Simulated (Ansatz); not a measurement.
# HfSiO₄: 179Hf nuclear quadrupole resonance

Cell: an entry of the Crystallography Open Database (COD), its atoms then relaxed with PBE in this cell.

Space group I4_1/amd:1 (No. 141); a = 6.5725, c = 5.9632 Å.

| site | Wyckoff | site symmetry | x | y | z |
| --- | --- | --- | --- | --- | --- |
| Hf | 4a | -4m2 | 0.0000 | 0.5000 | 0.2500 |
| Si | 4b | -4m2 | 0.5000 | 0.0000 | 0.2500 |
| O | 16h | .m. | 0.5000 | 0.3147 | 0.8193 |

One atom of each set is listed; the run and its k-mesh use a cell of 12 atoms with edges of 5.52, 5.52, 5.52 Å.

Level of theory: DFT, PBE, plane waves and PAW (field gradients read without the response of the frozen cores, which leaves them typically 4 to 6 % off), scalar-relativistic, 420 eV cutoff, Γ-centred 5×5×5 k-points, Fermi–Dirac smearing 0.02 eV (Ansatz 0.2.0).

179Hf: I = 9/2, Q = 3793 mb (year-2017 value). Static lattice, zero field.

**Question.** At which frequencies do the 179Hf NQR lines lie?

**Answer.** For I = 9/2 and η = 0 the lines are |C_Q|/24 times 1, 2, 3 and 4; η shifts the lowest up most.

| site | atoms | V_zz (10²¹ V/m²) | C_Q (MHz) | η | line frequencies (MHz) |
| --- | --- | --- | --- | --- | --- |
| Hf | 2 | 13.77 | 1263 | 0.00 | 52.6, 105.2, 157.8, 210.4 |

**Question.** And for ¹⁷⁷Hf (I = 7/2, Q = 3365 mb) on Hf?

**Answer.** C_Q scales with Q to 1120 MHz, with lines at 80.0, 160.0, 240.0 MHz.

An axis of threefold or higher order runs through Hf, so V_zz lies along it and η is zero.

At this cell the PBE pressure is 7 GPa, so with PBE the cell would grow if it were relaxed. Without spin–orbit coupling the gradients at and beside Hf can be off by some per cent, at some sites by more.
